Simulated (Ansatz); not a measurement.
Runs of Ansatz 0.2.0 on PtSe2 (Sudovikovite). It takes space group P-3m1 (No. 164, trigonal). Conventional cell: a = 3.724 Å, b = 3.724 Å, c = 5.062 Å, α = 90.00°, β = 90.00°, γ = 120.00°. Pt (site symmetry -3m) has 6 Se at 2.49 Å as nearest neighbours. Se (site symmetry 3m) has 3 Pt at 2.49 Å as nearest neighbours. 

```tsv
level	U	gap on the mesh (eV)	pressure (GPa)	largest force (eV/Å)
PBEsol+U	Pt d U = 8 eV	none	2.9	0.56
PBEsol	-	none	2.1	0.34
PBEsol+U	Pt d U = 6 eV	none	2.6	0.50
PBEsol+U	Pt d U = 4 eV	none	2.4	0.44
PBEsol+U	Pt d U = 2 eV	none	(a)	(b)
```

Alike in all rows: task density of states; potentials or basis all-electron LAPW, scalar-relativistic; no spin polarisation; cell as given; k mesh 8 × 8 × 5; cutoff (eV) 292; smearing fermi-dirac 0.05 eV; basis error allowed 0.002 eV/atom.

Problem. Fill in the values left out.

Solution. (a) 2.2; (b) 0.39.

Caveats: U is the effective U less J, on atomic orbitals that reach past the spheres (some runs); U without spin polarisation on a metal has little footing (some runs).

A k mesh can miss the band edges, and the runs leave out spin-orbit coupling on Pt, Se.

A gap of «none» marks a metal or a gap under the smearing width.
